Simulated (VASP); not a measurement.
# Mo (Im-3m) in VASP: a series of runs

Runs on Mo. Level: PBE. Tasks: relaxation of cell and atoms.

All numbers are computed with VASP 6.6.1; they aren't measurements. Logs are shortened: lines on timing, memory, paths and dates and some standing lists are left out, and cuts for length are marked.

### 1 Starting point

Symmetry: Im-3m, No. 229, cubic system. The conventional cell has a = 3.147 Å, b = 3.147 Å, c = 3.147 Å, α = 90.00°, β = 90.00°, γ = 90.00°. Mo (site symmetry m-3m) has 8 Mo at 2.73 Å as nearest neighbours.

### 2 Relaxation of cell and atoms, PBE, target pressure 22 GPa, at which the enthalpy is minimised

INCAR reads:

```
ALGO     = Normal         # electronic algorithm
EDIFF    = 1E-7           # SCF threshold, eV
EDIFFG   = -0.002         # ionic threshold
ENCUT    = 520            # plane-wave cutoff, eV
GGA      = PE             # functional
IBRION   = 2              # ionic algorithm
ISIF     = 3              # what is computed and relaxed
ISMEAR   = 0              # smearing method
LASPH    = T              # aspherical terms in the spheres
LCHARG   = F              # write CHGCAR
LREAL    = F              # projectors in reciprocal space
LWAVE    = F              # write WAVECAR
NELM     = 80             # most SCF steps
NSW      = 80             # ionic steps
PREC     = Accurate       # precision mode
PSTRESS  = 220.0        
SIGMA    = 0.1            # smearing width, eV
```

KPOINTS reads:

```
k-points
0
Gamma
  12 12 12
```

POSCAR reads:

```
Mo
1.0
   -1.5734150000      1.5734150000      1.5734150000
    1.5734150000     -1.5734150000      1.5734150000
    1.5734150000      1.5734150000     -1.5734150000
Mo
1
Direct
    0.0000000000      0.0000000000      0.0000000000
```

Potentials or basis: VASP PAW PBE potentials, release 64 (Mo_sv).

Run with:

```
$ cat potpaw_PBE.64/Mo_sv/POTCAR > POTCAR
$ mpirun -np 1 vasp_std > vasp.out
```

OUTCAR:

```text
EDIFF = 1E-7
   EDIFFG = -0.002
   ENCUT = 520
   GGA = PE
   IBRION = 2
   ISIF = 3
   ISMEAR = 0
   LASPH = T
   LREAL = F
   NELM = 80
   NSW = 80
   PREC = Accurate
   PSTRESS = 220.0

 ion  position               nearest neighbor table
   1  0.000  0.000  0.000-

  LATTYP: Found a body centered cubic cell.
 ALAT       =     3.1468300000

  Lattice vectors:

 A1 = (  -1.5734150000,   1.5734150000,   1.5734150000)
 A2 = (   1.5734150000,  -1.5734150000,   1.5734150000)
 A3 = (   1.5734150000,   1.5734150000,  -1.5734150000)

Analysis of symmetry for initial positions (statically):
=====================================================================
 Subroutine PRICEL returns:
 Original cell was already a primitive cell.

 Routine SETGRP: Setting up the symmetry group for a
 body centered cubic supercell.

 Subroutine GETGRP returns: Found 48 space group operations
 (whereof 48 operations were pure point group operations)
 out of a pool of 48 trial point group operations.

The static configuration has the point symmetry O_h .

Analysis of symmetry for dynamics (positions and initial velocities):
=====================================================================
 Subroutine PRICEL returns:
 Original cell was already a primitive cell.

 Routine SETGRP: Setting up the symmetry group for a
 body centered cubic supercell.

 Subroutine GETGRP returns: Found 48 space group operations
 (whereof 48 operations were pure point group operations)
 out of a pool of 48 trial point group operations.

The dynamic configuration has the point symmetry O_h .

 Subroutine INISYM returns: Found 48 space group operations
 (whereof 48 operations are pure point group operations),
 and found     1 'primitive' translations

----------------------------------------------------------------------------------------

                                     Primitive cell

  volume of cell :      15.5808

  direct lattice vectors                    reciprocal lattice vectors
    -1.573415000  1.573415000  1.573415000     0.000000000  0.317780115  0.317780115
     1.573415000 -1.573415000  1.573415000     0.317780115  0.000000000  0.317780115
     1.573415000  1.573415000 -1.573415000     0.317780115  0.317780115  0.000000000

  length of vectors
     2.725234721  2.725234721  2.725234721     0.449408949  0.449408949  0.449408949

  position of ions in fractional coordinates (direct lattice)
     0.000000000  0.000000000  0.000000000

  ion indices of the primitive-cell ions
   primitive index   ion index
                 1           1

----------------------------------------------------------------------------------------

 KPOINTS: k-points

Automatic generation of k-mesh.
 Grid dimensions read from file:
 generate k-points for:   12   12   12

 Generating k-lattice:

  Cartesian coordinates                     Fractional coordinates (reciprocal lattice)
     0.000000000  0.026481676  0.026481676     0.083333333  0.000000000  0.000000000
     0.026481676  0.000000000  0.026481676     0.000000000  0.083333333  0.000000000
     0.026481676  0.026481676  0.000000000     0.000000000  0.000000000  0.083333333

  Length of vectors
     0.037450746  0.037450746  0.037450746

  Shift w.r.t. Gamma in fractional coordinates (k-lattice)
     0.000000000  0.000000000  0.000000000

 Subroutine IBZKPT returns following result:
 ===========================================

 Found     72 irreducible k-points:

 Following reciprocal coordinates:
            Coordinates               Weight
  0.000000  0.000000  0.000000      1.000000
  0.083333  0.000000  0.000000     12.000000
  0.166667  0.000000  0.000000     12.000000
  0.250000  0.000000  0.000000     12.000000
  0.333333  0.000000  0.000000     12.000000
  0.416667  0.000000  0.000000     12.000000
[... 16 lines left out ...]
  0.333333  0.083333  0.083333     24.000000
  0.416667  0.083333  0.083333     12.000000
 [... further k-points ...]
   k-points           NKPTS =     72   k-points in BZ     NKDIM =     72   number of bands    NBANDS=     11
   number of dos      NEDOS =    301   number of ions     NIONS =      1
   total plane-waves  NPLWV =   8000
   dimension x,y,z NGX =    20 NGY =   20 NGZ =   20
   dimension x,y,z NGXF=    40 NGYF=   40 NGZF=   40
   ions per type =               1
   NGX,Y,Z   is equivalent  to a cutoff of  12.20, 12.20, 12.20 a.u.
   NGXF,Y,Z  is equivalent  to a cutoff of  24.40, 24.40, 24.40 a.u.
 SYSTEM =  unknown system
   PREC   = accura    normal or accurate (medium, high low for compatibility)
   ISTART =      0    job   : 0-new  1-cont  2-samecut
   ICHARG =      2    charge: 1-file 2-atom 10-const
   ISPIN  =      1    spin polarized calculation?
   LNONCOLLINEAR =      F non collinear calculations
   LSORBIT =      F    spin-orbit coupling
   LASPH  =      T    aspherical Exc in radial PAW
   ENCUT  =  520.0 eV  38.22 Ry    6.18 a.u.   5.07  5.07  5.07*2*pi/ulx,y,z
   NELM   =     80;   NELMIN=  2; NELMDL= -5     # of ELM steps
   EDIFF  = 0.1E-06   stopping-criterion for ELM
   LREAL  =      F    real-space projection
   EDIFFG = -.2E-02   stopping-criterion for IOM
   NSW    =     80    number of steps for IOM
   IBRION =      2    ionic relax: 0-MD 1-quasi-New 2-CG
   NFREE  =      1    steps in history (QN), initial steepest desc. (CG)
   ISIF   =      3    stress and relaxation
   ISYM   =      2    0-nonsym 1-usesym 2-fastsym
   POTIM  = 0.5000    time-step for ionic-motion
   TEBEG  =    0.0;   TEEND  =   0.0 temperature during run
   PSTRESS=  220.0 pullay stress
   NELECT =      14.0000    total number of electrons
   NUPDOWN=      -1.0000    fix difference up-down
   EMIN   =  10.00;   EMAX   =-10.00  energy-range for DOS
   EFERMI =   0.00;   METHOD = LEGACY
   ISMEAR =     0;   SIGMA  =   0.10  broadening in eV -4-tet -1-fermi 0-gaus
   EFERMI_NEDOS =   21; number of points for ismear=-14 and -15
   IALGO  =     38    algorithm
   IMIX   =      4    mixing-type and parameters
     AMIX     =   0.40;   BMIX     =  1.00
     AMIX_MAG =   1.60;   BMIX_MAG =  1.00
  volume/ion in A,a.u.               =      15.58       105.14
  Fermi-wavevector in a.u.,A,eV,Ry     =   1.579747  2.985289 33.954710  2.495601
  Thomas-Fermi vector in A             =   2.680079
   LORBIT       =      0    0 simple, 1 ext, 2 COOP (PROOUT), +10 PAW based schemes
   GGA     = PE    functional components
   LHFCALC =     F    Hartree Fock is set to
   AEXX    =    0.0000 exact exchange contribution
   IVDW    =     0    specifies the selected vdW correction
   LEPSILON=     F    determine dielectric tensor
   LRPA    =     F    only Hartree local field effects (RPA)
 conjugate gradient relaxation of ions
 non-spin polarized calculation
 Gauss-broadening in eV      SIGMA  =   0.10
  energy-cutoff  :      520.00
  volume of cell :       15.58
 maximum number of plane-waves:       430
   NGX = 11   NGY = 11   NGZ = 11

--------------------------------------- Ionic step        1  -------------------------------------------

 number of electron      14.0000001 magnetization

 Free energy of the ion-electron system (eV)
  ---------------------------------------------------
  ext. energy  EPLUGINS =         0.00000000
  ---------------------------------------------------
  free energy    TOTEN  =       -10.94821232 eV

  energy without entropy =      -10.94665022  energy(sigma->0) =      -10.94743127

------------------------ aborting loop because EDIFF is reached ----------------------------------------

  FORCE on cell =-STRESS in cart. coord.  units (eV):
  Direction    XX          YY          ZZ          XY          YZ          ZX
  --------------------------------------------------------------------------------------
  -------------------------------------------------------------------------------------
  Total        0.3808180      0.3808180      0.3808180      0.0000000     -0.0000000      0.0000000
  in kB       39.1595920     39.1595920     39.1595920      0.0000000     -0.0000000      0.0000000
  external PRESSURE =    -180.8404080 kB  Pullay stress =     220.0000000 kB
[... 133 lines left out ...]
  enthalpy is  TOTEN    =        -8.8603673016 eV   P V=        2.0220700673

--------------------------------------- Ionic step        5  -------------------------------------------

 number of electron      13.9999997 magnetization

 Free energy of the ion-electron system (eV)
  ---------------------------------------------------
  ext. energy  EPLUGINS =         0.00000000
  ---------------------------------------------------
  free energy    TOTEN  =       -10.88015551 eV

  energy without entropy =      -10.87910212  energy(sigma->0) =      -10.87962882

 E-fermi :  13.5411     XC(G=0): -13.7376

 val. band max:       13.4259937338   @ k =  -0.1667   0.2500   0.0833
 cond. band min:      13.5935767796   @ k =  -0.3333   0.3333   0.2500
 fundamental gap:      0.1675830458
 Fermi energy:        13.5411186303

 k-point     1 :       0.0000    0.0000    0.0000
  band No.  band energies     occupation
      1     -47.7043      2.00000
      2     -20.8149      2.00000
      3     -20.8149      2.00000
      4     -20.8149      2.00000
      5       6.1736      2.00000
      6      12.1090      2.00000
      7      12.1090      2.00000
      8      12.1090      2.00000
      9      15.3667      0.00000
     10      15.3667      0.00000
     11      28.5141      0.00000
[... 309 lines left out ...]
 k-point    24 :       0.4167    0.0833    0.0833
  band No.  band energies     occupation
      1     -47.3595      2.00000
      2     -22.3978      2.00000
      3     -21.4327      2.00000
      4     -20.9466      2.00000
      5       8.5261      2.00000
      6       9.9029      2.00000
      7      14.0757      0.00000
      8      15.6103      0.00000
      9      16.1499      0.00000
     10      20.4900      0.00000
     11      25.5364      0.00000

 [... further k-points ...]

------------------------ aborting loop because EDIFF is reached ----------------------------------------

  FORCE on cell =-STRESS in cart. coord.  units (eV):
  Direction    XX          YY          ZZ          XY          YZ          ZX
  --------------------------------------------------------------------------------------
  -------------------------------------------------------------------------------------
  Total        2.0204474      2.0204474      2.0204474      0.0000000      0.0000000     -0.0000000
  in kB      220.0740735    220.0740735    220.0740735      0.0000000      0.0000000     -0.0000000
  external PRESSURE =       0.0740735 kB  Pullay stress =     220.0000000 kB
[... 16 lines left out ...]
  FREE ENERGIE OF THE ION-ELECTRON SYSTEM (eV)
  ---------------------------------------------------
  free  energy   TOTEN  =       -10.8801555107 eV

  energy  without entropy=      -10.8791021200  energy(sigma->0) =      -10.87962882

  enthalpy is  TOTEN    =        -8.8603881367 eV   P V=        2.0197673740

 reached required accuracy - stopping structural energy minimisation
```

It took 21 s on 1 thread of Intel Xeon Platinum 8488C (Sapphire Rapids), shared host; peak memory 0.13 GiB.

Results:

* Free energy: -10.8802 eV
* Relaxed volume: 14.71 Å³/atom
* Relaxed cell: a = 2.673 Å, b = 2.673 Å, c = 2.673 Å, α = 109.47°, β = 109.47°, γ = 109.47°
* Space group after relaxing (to 0.05 Å): Im-3m (No. 229)
* Energy change on relaxing (the enthalpy is what falls): +68.1 meV/atom
* Ionic steps: 5
* Pressure after relaxing: 22.0 GPa
* Band gap on the k mesh: none (metal or under the smearing width)

The path:
```tsv
step	energy change (eV)	largest force (eV/Å)	pressure (GPa)	volume (Å³)
1	0.0000	0.0000	3.92	15.58
2	1.2417	0.0000	129.66	11.94
3	0.0566	0.0000	19.95	14.80
4	0.0658	0.0000	21.61	14.73
5	0.0681	0.0000	22.01	14.71
```

Final structure:
```xyz
1
Lattice="-1.5435 1.5435 1.5435 1.5435 -1.5435 1.5435 1.5435 1.5435 -1.5435" Properties=species:S:1:pos:R:3 pbc="T T T"
Mo    0.0000    0.0000    0.0000
```

Levels at points of the mesh, in eV from the Fermi level:
```
           k point  band 4  band 5  band 6  band 7  band 8  band 9  band 10  band 11
(0.00, 0.00, 0.00)  -34.36   -7.37   -1.43   -1.43   -1.43    1.83     1.83    14.97
(0.50, 0.00, 0.00)  -34.37   -5.65   -3.65    1.89    1.94    2.57     5.24    12.14
(0.50, 0.50, 0.50)  -35.51   -5.87   -5.87    4.39    4.39    4.39     9.61     9.61
```

Caveat: the cell is relaxed towards a set pressure, so the enthalpy falls and the energy may rise.

### 3 Relaxation of cell and atoms, PBE, target pressure 22 GPa, at which the enthalpy is minimised

This run uses another cell than the first one, of 14.71 Å³/atom, 0.944 times its volume.

INCAR is that of step 2.

KPOINTS is that of step 2.

POSCAR reads:

```
Mo                                      
1.0
   -1.5435110903      1.5435110903      1.5435110903
    1.5435110903     -1.5435110903      1.5435110903
    1.5435110903      1.5435110903     -1.5435110903
  Mo            
     1
Direct
     0.0000000000000000    0.0000000000000000    0.0000000000000000
```

Potentials or basis: VASP PAW PBE potentials, release 64 (Mo_sv).

Run with:

```
$ cat potpaw_PBE.64/Mo_sv/POTCAR > POTCAR
$ mpirun -np 1 vasp_std > vasp.out
```

It took 11 s on 1 thread of Intel Xeon Platinum 8488C (Sapphire Rapids), shared host; peak memory 0.13 GiB.

It converged, with:

* Free energy: -10.8799 eV
* Relaxed volume: 14.71 Å³/atom
* Relaxed cell: a = 2.674 Å, b = 2.674 Å, c = 2.674 Å, α = 109.47°, β = 109.47°, γ = 109.47°
* Space group after relaxing (to 0.05 Å): Im-3m (No. 229)
* Energy change on relaxing (the enthalpy is what falls): -0.2 meV/atom
* Ionic steps: 3
* Pressure after relaxing: 22.0 GPa
* Band gap on the k mesh: none (metal or under the smearing width)

The path:
| step | energy change (eV) | largest force (eV/Å) | pressure (GPa) | volume (Å³) |
| --- | --- | --- | --- | --- |
| 1 | 0.0000 | 0.0000 | 22.05 | 14.71 |
| 2 | -0.0014 | 0.0000 | 21.81 | 14.72 |
| 3 | -0.0002 | 0.0000 | 22.01 | 14.71 |

Final structure:
```yaml
crystal:
  lattice:
    - [-1.54357, 1.54357, 1.54357]
    - [1.54357, -1.54357, 1.54357]
    - [1.54357, 1.54357, -1.54357]
  atoms:
    - { symbol: Mo, position: [0.00000, 0.00000, 0.00000] }
```

Levels at points of the mesh, in eV from the Fermi level:
```
           k point  band 5  band 6  band 7  band 8  band 9  band 10
(0.00, 0.00, 0.00)   -7.37   -1.43   -1.43   -1.43    1.83     1.83
(0.50, 0.00, 0.00)   -5.64   -3.65    1.89    1.94    2.57     5.24
(0.50, 0.50, 0.50)   -5.87   -5.87    4.39    4.39    4.39     9.61
```

Caveat: the cell is relaxed towards a set pressure, so the enthalpy falls and the energy may rise.
